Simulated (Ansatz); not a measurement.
**Zr2COS MXene monolayer in a perpendicular field**

Aim: how the Zr2COS MXene monolayer screens a field along its normal, and what the field does to its bands. A positive field points along +c.

Calculated with Ansatz 0.2.0; plane-wave DFT, PBE-D3(BJ), Ansatz PAW (set soft_1); PAW set soft_1, in the first sound run; inputs show where later runs differ.

Report form: inputs, costs, results and the conclusion, without the logs.

## 1. Starting point

The cell holds 5 atoms: 1 S, 2 Zr, 1 C and 1 O. Cell: a = 3.289 Å, b = 3.289 Å, c = 42.187 Å, α = 90.0°, β = 90.0°, γ = 120.0°. Vacuum lies along c.

## 2. Relaxation

The starting cell is a guess, so the in-plane lattice and the atoms are relaxed first, with the slab cut off from its images along the normal.

Input file input.yaml:

```yaml
crystal:
  lattice:
    - [3.289, 0.0, 0.0]
    - [-1.6445, 2.848357553, 0.0]
    - [0.0, 0.0, 42.1866226628]
  atoms:
    - { symbol: S, position: [0.3333333333, 0.6666666667, 0.4337867989] }
    - { symbol: Zr, position: [0.6666666667, 0.3333333333, 0.4767482254] }
    - { symbol: C, position: [0.0, 0.0, 0.5075103887] }
    - { symbol: Zr, position: [0.3333333333, 0.6666666667, 0.5382725519] }
    - { symbol: O, position: [0.6666666667, 0.3333333333, 0.5662132011] }
  periodic: [true, true, false]
kpoints:
  mp_grid: { grid: [12, 12, 1] }
hamiltonian:
  xc: pbe
  dispersion: d3bj
  pseudopotentials: { kind: paw, azcp: { folder: soft_1 } }
scf:
  occupations: { method: fermi_dirac, width: 0.05 }
  convergence: { dr2_threshold: 1.0e-09 }
relax:
  f_tol: 0.004
  max_steps: 90
  cell: {}
output:
  write_potential: true
  write_density: true
  volumetric_format: npy
```

Command:

```sh
$ ansatz run input.yaml --threads 4 --pin off --max-ram 6144MiB --backend cpu --events-out ev --progress --plain --runs-dir out
```

Wall time 59 s (4 threads of Arm Neoverse V1, shared host); peak memory 0.76 GiB; 3.8 min of CPU time.

The steps of the relaxation:

| step | energy less that of the first step (eV) | largest force component (eV/Å) | volume (Å³) |
| --- | --- | --- | --- |
| 1 | 0.0000 | 4.5879 | 395.21 |
| 2 | -0.4629 | 2.7814 | 410.60 |
| 3 | -0.5944 | 0.8285 | 423.35 |
| 4 | -0.6617 | 0.2284 | 410.94 |
| 5 | -0.6664 | 0.0440 | 412.36 |
| 6 | -0.6665 | 0.0095 | 412.63 |
| 7 | -0.6665 | 0.0004 | 412.62 |
| 8* | -0.6702 | 0.0008 | 412.62 |
| 9 | -0.6702 | 0.0008 | 412.86 |
| 10* | -0.6702 | 0.0008 | 412.86 |

Relaxation steps marked * repeat the geometry before them on a plane-wave basis chosen anew for their cell, so energy and pressure can jump there.

The run keeps the 6 symmetry operations that the program found, so distortions that break them were not tested.

```
cell as run  before  after  change
      a (Å)   3.289  3.362  +2.2 %
      b (Å)   3.289  3.362  +2.2 %
```

The atoms that moved most (Å, along periodic axes as changes of fractional coordinates times the final cell, across vacuum about the mean position):

```csv
atom,dx,dy,dz,length
O5,0.000,0.000,-0.198,0.198
S1,0.000,0.000,0.164,0.164
Zr4,0.000,0.000,0.090,0.090
Zr2,0.000,0.000,-0.044,0.044
C3,0.000,0.000,-0.012,0.012
```

Final coordinates:

```cif
data_structure
_symmetry_space_group_name_H-M 'P 1'
_symmetry_Int_Tables_number 1
_cell_length_a 3.3616
_cell_length_b 3.3616
_cell_length_c 42.1866
_cell_angle_alpha 90.000
_cell_angle_beta 90.000
_cell_angle_gamma 120.000
_cell_volume 412.86
loop_
_atom_site_label
_atom_site_type_symbol
_atom_site_fract_x
_atom_site_fract_y
_atom_site_fract_z
_atom_site_occupancy
S1 S 0.33333 0.66667 0.43768 1
Zr2 Zr 0.66667 0.33333 0.47569 1
C3 C 0.00000 0.00000 0.50724 1
Zr4 Zr 0.33333 0.66667 0.54041 1
O5 O 0.66667 0.33333 0.56151 1
```

Read from the output:

* energy at zero smearing: -10095.3709 eV

The lattice constant a goes from 3.289 to 3.362 Å.

## 3. Single point, field 0

A sawtooth potential applies the field, turning back in the middle of the vacuum. With the dipole correction the typed value is the field outside the slab. The induced dipole is small, so the SCF threshold is tight.

The cell differs from the one that the last finished run ended in (c 42.187 → 23.224 Å).

Input file input.yaml:

```yaml
crystal:
  lattice:
    - [3.3616405586, 0.0, 0.0]
    - [-1.6808202793, 2.9112661222, 0.0]
    - [0.0, 0.0, 23.2239885157]
  atoms:
    - { symbol: S, position: [0.3333333333, 0.6666666667, 0.3875303329] }
    - { symbol: Zr, position: [0.6666666667, 0.3333333333, 0.4565851176] }
    - { symbol: C, position: [0.0, 0.0, 0.5138796611] }
    - { symbol: Zr, position: [0.3333333333, 0.6666666667, 0.5741454658] }
    - { symbol: O, position: [0.6666666667, 0.3333333333, 0.6124696671] }
kpoints:
  mp_grid: { grid: [18, 18, 1] }
  band_path:
    path: [[0, 0, 0], [0.5, 0, 0], [0.33333333, 0.33333333, 0], [0, 0, 0]]
    npoints: 16
hamiltonian:
  xc: pbe
  dispersion: d3bj
  pseudopotentials: { kind: paw, azcp: { folder: soft_1 } }
scf:
  occupations: { method: fermi_dirac, width: 0.05 }
  convergence: { dr2_threshold: 1.0e-10 }
efield:
  axis: 3
  dipole_correction: true
  ramp_position: 0.97
  ramp_width: 0.06
  amplitude: 0
output:
  dos: { projected: true, e_range: [-6, 5] }
  bader: true
  write_potential: true
  write_density: true
  volumetric_format: npy
  elf: true
```

Run time: 22 s. Hardware: 4 threads; peak memory 0.62 GiB; 85 s of CPU time.

This step gave:

```yaml
energy_at_zero_smearing: -10095.3718 eV
work_function_upper_face: 4.676 eV
work_function_lower_face: 6.114 eV
dipole_along_the_normal: 0.07779 e·Å
step_between_the_vacuum_levels: -1.438 eV
```

Running mean over a fixed 2.8 Å (it still follows the layers) of the planar mean; the ramp of the sawtooth is left out. Table of electron's electrostatic potential energy less the Fermi level by z:

z (Å), electron's electrostatic potential energy less the Fermi level (eV) and a bar from the least value:
```
      3.0        6.1 ##############################
      3.5        6.1 ##############################
      4.0        6.1 ##############################
      4.5        6.1 ##############################
      5.0        6.1 ##############################
      5.5        6.1 ##############################
      6.0        6.1 ##############################
      6.5        6.0 ##############################
      7.0        5.4 #############################
      7.5        3.6 #########################
      8.0        1.3 #####################
      8.5       -0.9 #################
      9.0       -3.9 ############
      9.5       -7.4 #####
     10.0       -9.2 ##
     10.5       -9.3 ##
     11.0       -9.2 ##
     11.5       -9.3 ##
     12.0       -9.5 ##
     12.5       -9.8 #
     13.0      -10.4 
     13.5       -9.6 #
     14.0       -7.9 #####
     14.5       -5.1 ##########
     15.0       -1.4 ################
     15.5        1.9 ######################
     16.0        4.0 ##########################
     16.5        4.6 ###########################
     17.0        4.7 ###########################
     17.5        4.7 ###########################
     18.0        4.7 ###########################
     18.5        4.7 ###########################
     19.0        4.7 ###########################
     19.5        4.7 ###########################
     20.0        4.7 ###########################
```

The density of states has structure finer than the step of the table below, so its rows give means over 0.25 eV. Peaks (eV: height): -5.370: 18.9, -4.730: 23.0, -3.550: 10.1, -3.220: 10.4, -2.640: 11.2, -2.530: 9.57, -2.440: 9.31.

Density of states against energy, zero at the Fermi level; means over each step:

energy (eV), density of states (states/eV a cell) and a bar:
```
    -5.75        1.0 ###
    -5.50        2.7 ###########
    -5.25        5.5 ########################
    -5.00        2.4 ##########
    -4.75        6.6 #############################
    -4.50        3.1 #############
    -4.25        3.3 ##############
    -4.00        2.7 ###########
    -3.75        2.5 ##########
    -3.50        2.6 ###########
    -3.25        4.9 #####################
    -3.00        1.9 #######
    -2.75        4.0 #################
    -2.50        6.8 ##############################
    -2.25        5.1 ######################
    -2.00        2.5 ##########
    -1.75        2.0 ########
    -1.50        3.2 #############
    -1.25        3.4 ##############
    -1.00        3.0 ############
    -0.75        1.7 ######
    -0.50        0.6 #
    -0.25        0.4 
     0.00        0.5 #
     0.25        1.0 ###
     0.50        1.1 ###
     0.75        1.3 ####
     1.00        1.8 #######
     1.25        1.4 #####
     1.50        1.0 ###
     1.75        1.7 ######
```

Projected DOS per atom over height of the atomic layer and energy from the Fermi level. Layers: S Zr C Zr O from below.

Ten even steps from '0' (0.01 states/eV) to '9' (3.31 states/eV), each cell a mean:
```
01010
00010
01020
01010
01000
00000
00000
20000
40100
51200
20100
33410
44611
21100
32200
32101
11003
11116
00139
00026
00036
00000
```
Columns: height of the atomic layer (Å) from 9 to 14.2 (not evenly spaced); rows upwards: energy from the Fermi level (eV) from -5.96 to 1.96.

The electronic bands at the labelled points (eV, zero at the Fermi level):

| point | band 17 | band 18 | band 19 | band 20 | band 21 | band 22 | band 23 | band 24 |
| --- | --- | --- | --- | --- | --- | --- | --- | --- |
| Γ | -2.14 | -1.12 | 0.19 | 0.19 | 1.28 | 1.28 | 1.50 | 2.79 |
| halfway | -2.40 | -2.15 | -1.09 | -0.82 | 0.47 | 2.48 | 2.65 | 2.97 |
| M | -2.95 | -2.38 | -1.33 | -0.79 | -0.01 | 2.48 | 3.32 | 3.62 |
| halfway | -2.75 | -2.46 | -2.13 | -1.52 | 1.07 | 2.69 | 2.82 | 3.85 |
| K | -3.11 | -2.53 | -2.22 | -2.12 | 1.88 | 2.37 | 3.06 | 3.49 |
| halfway | -2.47 | -2.05 | -1.77 | -1.10 | 1.25 | 1.68 | 3.09 | 3.37 |
| Γ | -2.14 | -1.12 | 0.19 | 0.19 | 1.28 | 1.28 | 1.50 | 2.79 |

Electrostatic potential energy in the ca plane at fractional y = 0.333, with atoms of Zr and O within 0.2 Å of it. With pseudopotentials it is smooth inside the atoms' cores, unlike the true potential.

Ten even steps from '0' (-43 eV) to '9' (6 eV), each cell a mean:
```
99999999999999999874236888888878999999999999
99999999999999999730002789988424899999999999
99999999999999998710001689996101799999999999
99999999999999998720001689987202899999999999
99999999999999999851014789888657999999999999
99999999999999998876567888877789999999999999
99999999999999988888888888755689999999999999
99999999999999887888888888755688999999999999
99999999999999988887778888766789999999999999
```
Columns run along c (16.0 Å, from fractional 0.14 to 0.83 of the cell; values clipped at the 3rd and 97th percentile), rows up along a (3.4 Å). Atoms in or near the plane, at fractional coordinates: Zr at (0.46, 0.67), O at (0.61, 0.67).

ELF in the ca plane at fractional y = 0.333, with atoms of Zr and O within 0.2 Å of it. It is the smooth field of the valence electrons, not physical close to the nuclei.

Values, 5 rows by 16 columns, each cell a mean:
```
0.00 0.00 0.00 0.00 0.08 0.34 0.32 0.61 0.30 0.20 0.47 0.71 0.26 0.02 0.00 0.00
0.00 0.00 0.00 0.00 0.01 0.08 0.36 0.53 0.36 0.15 0.64 0.70 0.38 0.03 0.00 0.00
0.00 0.00 0.00 0.00 0.08 0.34 0.33 0.63 0.30 0.19 0.48 0.72 0.27 0.02 0.00 0.00
0.00 0.00 0.00 0.02 0.33 0.73 0.59 0.19 0.56 0.34 0.21 0.17 0.05 0.00 0.00 0.00
0.00 0.00 0.00 0.02 0.34 0.74 0.60 0.19 0.57 0.34 0.19 0.15 0.04 0.00 0.00 0.00
```
Columns run along c (16.0 Å, from fractional 0.14 to 0.83 of the cell), rows up along a (3.4 Å). Atoms in or near the plane, at fractional coordinates: Zr at (0.46, 0.67), O at (0.61, 0.67).

Valence density in the ca plane at fractional y = 0.333, with atoms of Zr and O within 0.2 Å of it. It is the smooth field of the valence electrons, not physical close to the nuclei.

Values in e/Å³, 5 rows by 16 columns, each cell a mean:
```
0.0 0.0 0.1 0.2 1.4 1.3 0.2 0.3 1.4 0.3 0.0 0.0 0.0 0.0 0.0 0.0
0.0 0.0 0.0 0.2 2.9 2.8 0.2 0.4 5.1 0.9 0.0 0.0 0.0 0.0 0.0 0.0
0.0 0.0 0.1 0.2 1.5 1.4 0.2 0.3 1.5 0.3 0.0 0.0 0.0 0.0 0.0 0.0
0.0 0.0 0.2 0.4 0.3 0.3 0.4 0.4 0.2 0.0 0.0 0.0 0.0 0.0 0.0 0.0
0.0 0.0 0.2 0.4 0.3 0.3 0.4 0.4 0.2 0.0 0.0 0.0 0.0 0.0 0.0 0.0
```
Columns run along c (16.0 Å, from fractional 0.25 to 0.94 of the cell), rows up along a (3.4 Å). Atoms in or near the plane, at fractional coordinates: Zr at (0.46, 0.67), O at (0.61, 0.67).

The work function of the upper face is 4.68 eV.

## 4. Atoms held, field 0.1 V/Å

input.yaml, as its differences from that of step 3:

```diff
@@ -26,8 +26,6 @@
   dipole_correction: true
-  ramp_position: 0.97
-  ramp_width: 0.06
-  amplitude: 0
+  ramp_position: 0.938
+  ramp_width: 0.1158
+  amplitude: 0.1
 output:
-  dos: { projected: true, e_range: [-6, 5] }
-  bader: true
   write_potential: true
@@ -35,2 +33 @@
   volumetric_format: npy
-  elf: true
```

The job ended after 11 s (4 threads; peak memory 0.58 GiB; 44 s of CPU time).

The dipole is 0.114 e·Å, 0.0360 e·Å from its value without field.

## 5. Single point, field -0.1 V/Å

input.yaml, as its differences from that of step 4:

```diff
@@ -28,3 +28,3 @@
   ramp_width: 0.1158
-  amplitude: 0.1
+  amplitude: -0.1
 output:
```

Run time: 11 s. Hardware: 4 threads; peak memory 0.58 GiB.

The dipole is 0.0418 e·Å, -0.0360 e·Å from its value without field.

## 6. Atoms held, field 0.5 V/Å

input.yaml, as its differences from that of step 5:

```diff
@@ -26,5 +26,5 @@
   dipole_correction: true
-  ramp_position: 0.938
-  ramp_width: 0.1158
-  amplitude: -0.1
+  ramp_position: 0.8677
+  ramp_width: 0.2565
+  amplitude: 0.5
 output:
```

It took 11 s on 4 threads; peak memory 0.58 GiB; 44 s of CPU time.

The dipole is 0.258 e·Å, 0.180 e·Å from its value without field.

## 7. Single point, field -0.3 V/Å

input.yaml, as its differences from that of step 6:

```diff
@@ -26,6 +26,8 @@
   dipole_correction: true
-  ramp_position: 0.8677
-  ramp_width: 0.2565
-  amplitude: 0.5
+  ramp_position: 0.9349
+  ramp_width: 0.122
+  amplitude: -0.3
 output:
+  dos: { projected: true, e_range: [-6, 5] }
+  bader: true
   write_potential: true
@@ -33 +35,2 @@
   volumetric_format: npy
+  elf: true
```

It took 22 s on 4 threads; peak memory 0.59 GiB.

The dipole is -0.0302 e·Å, -0.108 e·Å from its value without field.

## 8. Response, atoms held

This step: plane-wave DFT, PBE-D3(BJ), Ansatz PAW (set soft_1); response to a field along the normal, atoms held; PAW set soft_1 (Ansatz 0.2.0).

The dipoles give the slope, and the difference of two potentials shows where the field is screened.

This step gave:

```
equivalent conductor thickness p/(ε₀AE) : 6.652 Å
distance between the outer atoms        : 5.224 Å
```

Table of dipole of the cell by applied field:

```csv
applied field (V/Å),dipole of the cell (e·Å)
-0.300,-0.0302
-0.100,0.0418
0.000,0.0778
0.100,0.114
0.500,0.258
```

Local field over the applied field, running mean. From the potentials at -0.1 and 0.1 V/Å; running mean over 2.5 Å. The local field over applied field by z:

```csv
z (Å),local field over applied field
4.5,0.999
5.0,0.998
5.5,0.993
6.0,0.978
6.5,0.936
7.0,0.840
7.5,0.684
8.0,0.504
8.5,0.321
9.0,0.164
9.5,0.0740
10.0,0.0439
10.5,0.0371
11.0,0.0396
11.5,0.0433
12.0,0.0464
12.5,0.0522
13.0,0.0779
13.5,0.139
14.0,0.250
14.5,0.398
15.0,0.567
15.5,0.730
16.0,0.863
16.5,0.946
17.0,0.981
17.5,0.994
18.0,0.998
18.5,0.999
19.0,1.000
```

Electrons, planar mean, per unit field. Table of induced electron density by z:

z (Å), induced electron density (e/Å³ per V/Å) and a bar from the least value:
```
      4.5    0.00000 ##############
      5.0    0.00001 ##############
      5.5    0.00003 ##############
      6.0    0.00010 ##############
      6.5    0.00030 ###############
      7.0    0.00086 ##################
      7.5    0.00217 #######################
      8.0    0.00380 ##############################
      8.5    0.00266 #########################
      9.0    0.00069 #################
      9.5    0.00060 #################
     10.0   -0.00068 ###########
     10.5   -0.00035 #############
     11.0    0.00033 ###############
     11.5    0.00014 ###############
     12.0    0.00032 ###############
     12.5   -0.00058 ############
     13.0   -0.00039 ############
     13.5    0.00005 ##############
     14.0   -0.00179 #######
     14.5   -0.00193 ######
     15.0   -0.00336 
     15.5   -0.00186 ######
     16.0   -0.00073 ###########
     16.5   -0.00025 #############
     17.0   -0.00008 ##############
     17.5   -0.00002 ##############
     18.0   -0.00001 ##############
     18.5    0.00000 ##############
     19.0    0.00000 ##############
```

By hand: between -0.1 and 0.1 V/Å the dipole changes by 0.07196 e·Å, a slope of 0.3598 e·Å²/V. A perfect conductor of thickness t has p = ε₀AEt, so t = 180.95 × 0.3598 / 9.787 = 6.65 Å (e/ε₀ = 180.95 V·Å, A in Å²).

The induced dipole is that of a conductor 6.65 Å thick.

## 9. With spin-orbit coupling, k-mesh 12×12×1

This step: plane-wave DFT, PBE, fully relativistic PAW with spin-orbit coupling; PAW set soft_1 (Ansatz 0.2.0).

Heavy atoms split their bands by spin-orbit coupling, so this run uses fully relativistic files and two-component states.

input.yaml, as its differences from that of step 7:

```diff
@@ -12,3 +12,3 @@
 kpoints:
-  mp_grid: { grid: [18, 18, 1] }
+  mp_grid: { grid: [12, 12, 1] }
   band_path:
@@ -18,7 +18,9 @@
   xc: pbe
-  dispersion: d3bj
-  pseudopotentials: { kind: paw, azcp: { folder: soft_1 } }
+  pseudopotentials: { kind: paw_fr, azcp: { folder: soft_1 } }
+magnetization:
+  noncollinear: true
+  spin_orbit: true
 scf:
   occupations: { method: fermi_dirac, width: 0.05 }
-  convergence: { dr2_threshold: 1.0e-10 }
+  convergence: { dr2_threshold: 1.0e-09 }
 efield:
@@ -26,8 +28,6 @@
   dipole_correction: true
-  ramp_position: 0.9349
-  ramp_width: 0.122
-  amplitude: -0.3
+  ramp_position: 0.97
+  ramp_width: 0.06
+  amplitude: 0
 output:
-  dos: { projected: true, e_range: [-6, 5] }
-  bader: true
   write_potential: true
@@ -35,2 +35 @@
   volumetric_format: npy
-  elf: true
```

Elapsed: 45 s, on 4 threads; peak memory 1.4 GiB.

Read from the output:

* energy at zero smearing: -10095.7850 eV
* work function, upper face: 4.703 eV
* work function, lower face: 6.143 eV
* dipole along the normal: 0.07790 e·Å
* step between the vacuum levels: -1.440 eV

[end of part 1 of 2]

[Long decimals in the printed logs are rounded to 6 places.]

[Logs are printed without paths, hosts, clocks, repeated set-up lines and the standing remarks that a program may print on its own settings, such as how far it seeks lower states.]

[Hosts, paths, dates, database ids (printed as entryN), source tags and the programs' standing remarks are cut or masked in the printed files.]

[Maps of the electrostatic potential energy from Ansatz leave out the sawtooth potential of an applied field or a dipole correction, so their vacuum need not be flat; planar profiles and work functions include it.]

[The density of states shown here was stored with 400 of the rows of the run's finer table, so its peaks can read low, often by over a quarter, or be missed, and its means over a window can be off by a tenth or more.]
